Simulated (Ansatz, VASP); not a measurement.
# Two plane-wave programs on Br

```
Br
1.0
    -1.82127    1.82127    1.82127
     1.82127   -1.82127    1.82127
     1.82127    1.82127   -1.82127
Br
1
Direct
  0.00000 0.00000 0.00000
```

Change from the starting cell: volume scaled by 1, PAW files.

Alike in both runs: task single point; functional PBEsol; k mesh 16 × 16 × 16; occupations fermi-dirac, width 0.05 eV; no spin polarisation.

|  | VASP | Ansatz |
| --- | --- | --- |
| version | VASP 6.6.1 | Ansatz 0.2.0 |
| potentials or method | VASP PAW PBE potentials, release 64 (Br) | PAW with Ansatz's default frozen-core files, scalar-relativistic |
| plane-wave cutoff (eV) | 520 | 420 |
| valence electrons in the cell | 7 | 7 |

```csv
,VASP,Ansatz,Ansatz less VASP
pressure (GPa),0.0,0.0,-0.02
```

Caveats: the PAW data sets were made with another functional, which shifts forces and pressure a little (VASP); an odd number of electrons without spin polarisation forces a metal; a magnetic or distorted state may lie lower.
